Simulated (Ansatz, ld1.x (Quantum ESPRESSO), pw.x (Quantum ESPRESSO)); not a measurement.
## What a changed setting does to a pw.x run (sc P)

Potential: norm-conserving Troullier–Martins (Kleinman–Bylander form), ld1.x (Quantum ESPRESSO) 7.5, PBE; core [Ne], reference 3s2 3p3; waves: 3s (bound): rc 1.65 bohr; 3p (bound): rc 1.65 bohr; 3d channel at 0.2 Ry: rc 1.60 bohr; local part: the d channel; core correction: Bessel-smoothed model core inside 0.85 bohr.

The reference run (k-mesh 13³, cutoffs 60/240 Ry, Fermi–Dirac 0.01 Ry, mixing_beta 0.4, conv_thr 1e-9, no spin) gives -0.44 GPa at 14.621 Å³/atom, where all-electron LAPW gives 0.27 GPa. This run, with its own iteration cap, changes ecutrho/ecutwfc to 2.

```
&control
  calculation='scf', prefix='x', pseudo_dir='./', outdir='./tmp', tstress=.true., disk_io='none'
/
&system
  ibrav=0, nat=1, ntyp=1, ecutwfc=60, ecutrho=120, nbnd=9,
  occupations='smearing', smearing='fd', degauss=0.01
/
&electrons
  conv_thr=1e-09, mixing_beta=0.4, electron_maxstep=60
/
ATOMIC_SPECIES
P 1.0 P.UPF
CELL_PARAMETERS angstrom
  2.44526365 0.00000000 0.00000000
  0.00000000 2.44526365 0.00000000
  0.00000000 0.00000000 2.44526365
ATOMIC_POSITIONS crystal
P 0.0000 0.0000 0.0000
K_POINTS automatic
13 13 13 0 0 0
```

```bash
pw.x < P.scf.in > P.scf.out
```

Q: How does the run end?

A: It converges in 7 iterations; the free energy moves by -15.0 meV/atom and the pressure by -0.56 GPa. Below 4 the density is truncated and F is no longer variational, so a small shift in one case is no licence.

```
Message from routine set_cutoff:
     ecutrho < 4*ecutwfc, are you sure?
     Message from routine setup:
     using ibrav=0 with symmetry is DISCOURAGED, use correct ibrav instead
     lattice parameter (alat)  =       4.6209  a.u.
     unit-cell volume          =      98.6674 (a.u.)^3
     number of electrons       =         5.00
     number of Kohn-Sham states=            9
     kinetic-energy cutoff     =      60.0000  Ry
     charge density cutoff     =     120.0000  Ry
     scf convergence threshold =      1.0E-09
     Exchange-correlation= PBE
     number of k points=    84  Fermi-Dirac smearing, width (Ry)=  0.0100
     iteration #  1     ecut=    60.00 Ry     beta= 0.40
     total energy              =     -27.18450245 Ry
     estimated scf accuracy    <       0.00523820 Ry
     iteration #  2     ecut=    60.00 Ry     beta= 0.40
     total energy              =     -27.18464466 Ry
     estimated scf accuracy    <       0.00189189 Ry
     iteration #  3     ecut=    60.00 Ry     beta= 0.40
     total energy              =     -27.18466827 Ry
     estimated scf accuracy    <       0.00000133 Ry
     iteration #  4     ecut=    60.00 Ry     beta= 0.40
     total energy              =     -27.18467206 Ry
     estimated scf accuracy    <       0.00000021 Ry
     iteration #  5     ecut=    60.00 Ry     beta= 0.40
     total energy              =     -27.18467209 Ry
     estimated scf accuracy    <       0.00000003 Ry
     iteration #  6     ecut=    60.00 Ry     beta= 0.40
     total energy              =     -27.18467209 Ry
     estimated scf accuracy    <       0.00000001 Ry
     iteration #  7     ecut=    60.00 Ry     beta= 0.40
     the Fermi energy is    11.0223 ev
!    total energy              =     -27.18467209 Ry
     estimated scf accuracy    <          1.2E-10 Ry
     smearing contrib. (-TS)   =      -0.00130216 Ry
     The total energy is F=E-TS. E is the sum of the following terms:
     one-electron contribution =       5.39004869 Ry
     hartree contribution      =       0.42349877 Ry
     xc contribution           =     -17.64649525 Ry
     ewald contribution        =     -15.35042215 Ry
     convergence has been achieved in   7 iterations
          total   stress  (Ry/bohr**3)                   (kbar)     P=       -9.99
     Message from routine punch:
     Nothing written, as per user request (disk_io='none')
```

The run took about 3.7 s on one core of a shared host (Neoverse-V1, 32 threads, 247 GiB, load 31).
